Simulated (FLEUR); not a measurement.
# MnO (P6_3mc) in FLEUR: further runs

One crystal, MnO, is run at these levels: PBEsol+U; tasks: single point.

Program: FLEUR MaX-R8.1 (later development tree). These are calculated values, not measurements. Logs are shortened: lines on timing, memory, paths and dates and some standing lists are left out, and cuts for length are marked.

## (1) The crystal as given

The structure is hexagonal, space group P6_3mc (No. 186). The conventional cell has a = 3.372 Å, b = 3.372 Å, c = 5.386 Å, α = 90.00°, β = 90.00°, γ = 120.00°. Mn (site symmetry 3m) has 4 O at 1.96 to 2.08 Å as nearest neighbours. O (site symmetry 3m) has 4 Mn at 1.96 to 2.08 Å as nearest neighbours.

Measurements of this composition are mostly on another form, of space group No. 225.

## (2) Single point, PBEsol+U, collinear spin, ferromagnetic start

Input file inp.xml:

```xml
<?xml version="1.0" encoding="UTF-8" standalone="no"?>
<fleurInput fleurInputVersion="0.39">
   <comment>
      MnO                                                                                                 
   </comment>
   <calculationSetup>
      <cutoffs Kmax="5.08" Gmax="15.7" GmaxXC="15.7" numbands="0"/>
      <scfLoop itmax="100" minDistance="0.0002" maxIterBroyd="50" imix="Anderson" alpha="0.05" precondParam="0.0" spinf="2.0" sdNocoIR="T"/>
      <coreElectrons ctail="T" frcor="F" kcrel="0" coretail_lmax="0"/>
      <xcFunctional name="PBEs" relativisticCorrections="F"/>
      <magnetism jspins="2"/>
      <soc l_soc="F" theta="0.0" phi="0.0" spav="F"/>
      <expertModes spex="0" secvar="F"/>
      <geometryOptimization l_f="F" forcealpha="1.0" forcemix="BFGS" epsdisp="0.00001" epsforce="0.00001"/>
      <ldaU l_linMix="F" mixParam="0.05" spinf="1.0"/>
   </calculationSetup>
   <cell>
      <bzIntegration valenceElectrons="42.0" mode="hist" fermiSmearingEnergy="0.00183747">
         <kPointListSelection listName="default-1"/>
         <!-- k-points included here -->
         <xi:include xmlns:xi="http://www.w3.org/2001/XInclude" href="kpts.xml"> </xi:include>
      </bzIntegration>
      <!-- symmetry operations included here -->
      <xi:include xmlns:xi="http://www.w3.org/2001/XInclude" href="sym.xml"> </xi:include>
      <bulkLattice scale="1.0">
         <bravaisMatrix>
            <row-1>    6.3715895743138198     0.0000000000000000     0.0000000000000000</row-1>
            <row-2>   -3.1857947871569099     5.5179584337682712     0.0000000000000000</row-2>
            <row-3>    0.0000000000000000     0.0000000000000000    10.1771200440333001</row-3>
         </bravaisMatrix>
      </bulkLattice>
   </cell>
   <atomSpecies>
      <species name="Manganese 4.000" element="Mn" atomicNumber="25">
         <mtSphere radius="1.93" gridPoints="645" logIncrement="0.019"/>
         <atomicCutoffs lmax="8" lnonsphr="8"/>
         <electronConfig flipSpins="F">
            <coreConfig>(1s1/2) (2s1/2) (2p1/2) (2p3/2)</coreConfig>
            <valenceConfig>(3s1/2) (3p1/2) (3p3/2) (4s1/2) (3d3/2) (3d5/2)</valenceConfig>
            <stateOccupation state="(3d3/2)" spinUp="1.5" spinDown="0.5"/>
            <stateOccupation state="(3d5/2)" spinUp="3.0" spinDown="0.0"/>
         </electronConfig>
         <energyParameters s="4" p="4" d="3" f="4"/>
         <ldaU l="2" U="0.0" J="0.0" l_amf="F"/>
         <lo type="SCLO" l="0" n="3" eDeriv="0"/>
         <lo type="SCLO" l="1" n="3" eDeriv="0"/>
         <lo type="SCLO" l="1" n="3" eDeriv="1"/>
         <lo type="SCLO" l="3" n="4" eDeriv="2"/>
      </species>
      <species name="Oxygen (O)" element="O" atomicNumber="8">
         <mtSphere radius="1.47" gridPoints="493" logIncrement="0.021"/>
         <atomicCutoffs lmax="8" lnonsphr="8"/>
         <electronConfig flipSpins="F">
            <coreConfig>(1s1/2)</coreConfig>
            <valenceConfig>(2s1/2) (2p1/2) (2p3/2)</valenceConfig>
            <stateOccupation state="(2p1/2)" spinUp="0.666667" spinDown="0.666667"/>
            <stateOccupation state="(2p3/2)" spinUp="1.333333" spinDown="1.333333"/>
         </electronConfig>
         <energyParameters s="2" p="2" d="3" f="4"/>
         <lo type="SCLO" l="0" n="2" eDeriv="2"/>
         <lo type="SCLO" l="1" n="2" eDeriv="2"/>
         <lo type="SCLO" l="2" n="3" eDeriv="2"/>
      </species>
   </atomSpecies>
   <atomGroups>
      <atomGroup species="Manganese 4.000">
         <relPos label="                   1">-1.000/3.000 1.000/3.000 -.4890400000</relPos>
         <relPos label="                   2">1.000/3.000 -1.000/3.000 .0109600000</relPos>
         <force calculate="T" relaxXYZ="TTT"/>
      </atomGroup>
      <atomGroup species="Oxygen (O)">
         <relPos label="                   3">-1.000/3.000 1.000/3.000 -.1245300000</relPos>
         <relPos label="                   4">1.000/3.000 -1.000/3.000 .3754700000</relPos>
         <force calculate="T" relaxXYZ="TTT"/>
      </atomGroup>
   </atomGroups>
   <output dos="F" band="F" slice="F">
      <checks vchk="F" cdinf="F"/>
      <bandDOS minEnergy="-.5*Htr" maxEnergy="0.5*Htr" sigma="0.015" storeEVData="T"/>
      <vacuumDOS vacdos="F" integ="F" star="F" nstars="0" locx1="0.0" locy1="0.0" locx2="0.0" locy2="0.0" nstm="0" tworkf="0.0"/>
      <unfoldingBand unfoldBand="F" supercellX="1" supercellY="1" supercellZ="1"/>
      <plotting iplot="0" polar="F">
         <plot TwoD="T" vec1="  1.0  0.0  0.0" vec2="  0.0  1.0  0.0" vec3="  0.0  0.0  1.0" zero="  0.0  0.0  0.0" file="plot"/>
      </plotting>
      <chargeDensitySlicing numkpt="0" minEigenval="0.0" maxEigenval="0.0" nnne="0" pallst="F"/>
      <specialOutput eonly="F"/>
      <moessbauerParams electricFieldGradient="T" isomerShift="T" coreHyperfine="T" valenceHyperfine="T"/>
      <magneticCircularDichroism mcd="F" energyLo="-10.0" energyUp="0.0"/>
   </output>
  <!-- We include the file relax.xml here to enable relaxations (see documentation) -->
  <xi:include xmlns:xi="http://www.w3.org/2001/XInclude" href="relax.xml"> <xi:fallback/> </xi:include>
</fleurInput>
```

Input file crystal.txt:

```
MnO
&input cartesian=F /
3.3717000000  0.0000000000  0.0000000000
-1.6858500000  2.9199778539  0.0000000000
0.0000000000  0.0000000000  5.3855000000
1.8897261246
1.0 1.0 1.0

4
25 0.6666666666  0.3333333332  0.5109600000 : 4.000
25 0.3333333332  0.6666666666  0.0109600000 : 4.000
8 0.6666666666  0.3333333332  0.8754700000
8 0.3333333332  0.6666666666  0.3754700000

&kpt div1=7 div2=7 div3=4 gamma=T /
```

Potentials or basis: all-electron, FLAPW.

Launch:

```
$ inpgen -f crystal.txt -profile fastHighL
$ # inp.xml edited to the form shown
$ fleur_MPI
```

The log of the run:

```text
Welcome to FLEUR        (www.flapw.de)
      MaX-Release 8.1          (www.max-centre.eu)

 ========== k-point set info ==========
 Selected k-point list: default-1
 k-point list type: mesh
 7 x 7 x 4
 Number of k points: 24

 ------------Calculation Setup---------------------------
 Number of MPI-tasks      :            1
 Number of PE/node        :            1
 Number of OMP-threads    :            1
 Most efficient MPI parallelization for:
           1           2           3           4           6           8          12          24
 Additional eigenvalue parallelization possible
 Number of basis functions:          920
 Approximate size of matrices (H+S) per k-point:         0.025 GB
 --------------------------------------------------------
 no density matrix found ... skipping LDA+U
 Reset of history
 Iteration:     1   Distance:      20.64322713 me/bohr^3
 Iteration:     2   Distance:      17.14423287 me/bohr^3
 Iteration:     3   Distance:      15.63903985 me/bohr^3
 Iteration:     4   Distance:       9.38481008 me/bohr^3
 Iteration:     5   Distance:       9.53530694 me/bohr^3
 Iteration:     6   Distance:       3.16014735 me/bohr^3
 Iteration:     7   Distance:       1.20886304 me/bohr^3
 Iteration:     8   Distance:       1.01071037 me/bohr^3
 Iteration:     9   Distance:       0.40450236 me/bohr^3
 Iteration:    10   Distance:       0.17393780 me/bohr^3
 Iteration:    11   Distance:       0.11213486 me/bohr^3
 Iteration:    12   Distance:       0.02903512 me/bohr^3
 Iteration:    13   Distance:       0.00553282 me/bohr^3
 Iteration:    14   Distance:       0.00542499 me/bohr^3
 Iteration:    15   Distance:       0.00201250 me/bohr^3
 Iteration:    16   Distance:       0.00201084 me/bohr^3
 Iteration:    17   Distance:       0.00049990 me/bohr^3
 Iteration:    18   Distance:       0.00033324 me/bohr^3
 Iteration:    19   Distance:       0.00006036 me/bohr^3

 ********************************************************************
 Run finished successfully
 Stop message:
   all done
 ********************************************************************
```

It took 7 min on 1 thread of Intel Xeon 6975P-C (Granite Rapids), shared host; peak memory 0.13 GiB.

What came out:

| Quantity | Value |
| --- | --- |
| Free energy | -67080.0833 eV |
| Band gap on the k mesh | none (metal or under the smearing width) |
| Net moment | 9.98 μB per cell |
| Site moments | Mn +4.12; O +0.20 μB |
| Valence electrons inside the program's atomic spheres | Mn 12.67; O 4.72 (radii Mn 1.93, O 1.47 bohr) |

Levels at points of the mesh, in eV from the Fermi level:
Spin up:
| k point | band 24 | band 25 | band 26 | band 27 | band 28 | band 29 |
| --- | --- | --- | --- | --- | --- | --- |
| (0.00, 0.00, 0.00) | -1.06 | 0.02 | 0.02 | 0.07 | 3.59 | 5.52 |
| (0.00, 0.00, 0.50) | -0.55 | -0.55 | -0.55 | 1.15 | 1.15 | 8.29 |
Spin down:
| k point | band 12 | band 13 | band 14 | band 15 | band 16 | band 17 | band 18 | band 19 | band 20 | band 21 |
| --- | --- | --- | --- | --- | --- | --- | --- | --- | --- | --- |
| (0.00, 0.00, 0.00) | -5.12 | -4.95 | -4.95 | -4.74 | -4.74 | -0.15 | 0.93 | 0.93 | 1.07 | 1.71 |
| (0.00, 0.00, 0.50) | -6.01 | -4.86 | -4.86 | -4.86 | -4.86 | 1.41 | 1.41 | 1.41 | 1.41 | 1.42 |

Eigenvalues of the final occupation matrices:
```csv
site,spin,trace,eigenvalues
atom type 1,1,4.30,0.85 0.86 0.86 0.87 0.87
atom type 1,2,0.23,0.02 0.02 0.06 0.06 0.07
```

Core levels (eV from the Fermi level):
```
atom                                                   levels
1 Mn  1s1/2 -6414.8, 2s1/2 -737.1, 2p1/2 -630.5, 2p3/2 -620.1
2 Mn  1s1/2 -6414.8, 2s1/2 -737.1, 2p1/2 -630.5, 2p3/2 -620.1
 3 O                                             1s1/2 -505.3
 4 O                                             1s1/2 -505.3
```

Caveat: only a ferromagnetic start was run, and an antiferromagnetic order may lie lower in energy.

## (3) Single point, PBEsol+U, collinear spin, ferromagnetic start

Changes to inp.xml since step 2:

```diff
@@ -43,3 +43,3 @@
          <energyParameters s="4" p="4" d="3" f="4"/>
-         <ldaU l="2" U="0.0" J="0.0" l_amf="F"/>
+         <ldaU l="2" U="2" J="0.0" l_amf="F"/>
          <lo type="SCLO" l="0" n="3" eDeriv="0"/>
```

crystal.txt is that of step 2.

Potentials or basis: all-electron, FLAPW.

Launch:

```
$ inpgen -f crystal.txt -profile fastHighL
$ # inp.xml edited to the form shown
$ fleur_MPI
```

It took 5.8 min on 1 thread of Intel Xeon 6975P-C (Granite Rapids), shared host; peak memory 0.12 GiB.

The run converged. Its results:

- Free energy: -67078.5065 eV
- Band gap on the k mesh: 0.09 eV, direct
- Net moment: 10.00 μB per cell
- Site moments: Mn +4.21; O +0.16 μB
- Valence electrons inside the program's atomic spheres: Mn 12.68; O 4.73 (radii Mn 1.93, O 1.47 bohr)

Levels at points of the mesh, in eV from the valence-band top:
Spin up:
| k point | band 22 | band 23 | band 24 | band 25 | band 26 | band 27 | band 28 | band 29 | band 30 | band 31 |
| --- | --- | --- | --- | --- | --- | --- | --- | --- | --- | --- |
| (0.00, 0.00, 0.00) | -1.25 | -1.09 | -1.09 | 0.00 | 0.00 | 0.09 | 3.91 | 5.83 | 11.71 | 11.71 |
| (0.00, 0.00, 0.50) | -1.54 | -0.56 | -0.56 | -0.56 | -0.56 | 1.45 | 1.45 | 8.60 | 8.60 | 11.82 |
Spin down:
```csv
k point,band 12,band 13,band 14,band 15,band 16,band 17,band 18,band 19,band 20,band 21
"(0.00, 0.00, 0.00)",-4.63,-4.47,-4.47,-4.30,-4.30,0.11,2.05,2.08,2.08,2.95
"(0.00, 0.00, 0.50)",-5.61,-4.40,-4.40,-4.40,-4.40,1.90,1.90,2.62,2.62,2.62
```

Eigenvalues of the final occupation matrices:
| site | spin | trace | eigenvalues |
| --- | --- | --- | --- |
| atom type 1 | 1 | 4.35 | 0.86 0.87 0.87 0.87 0.87 |
| atom type 1 | 2 | 0.19 | 0.02 0.02 0.05 0.05 0.06 |

Core levels (eV from the Fermi level):
| atom | levels |
| --- | --- |
| 1 Mn | 1s1/2 -6414.4, 2s1/2 -736.7, 2p1/2 -630.1, 2p3/2 -619.7 |
| 2 Mn | 1s1/2 -6414.4, 2s1/2 -736.7, 2p1/2 -630.1, 2p3/2 -619.7 |
| 3 O | 1s1/2 -504.9 |
| 4 O | 1s1/2 -504.9 |

Caveat: an odd mesh through Γ misses points on the zone boundary, where band edges often lie; only a ferromagnetic start was run, and an antiferromagnetic order may lie lower in energy.
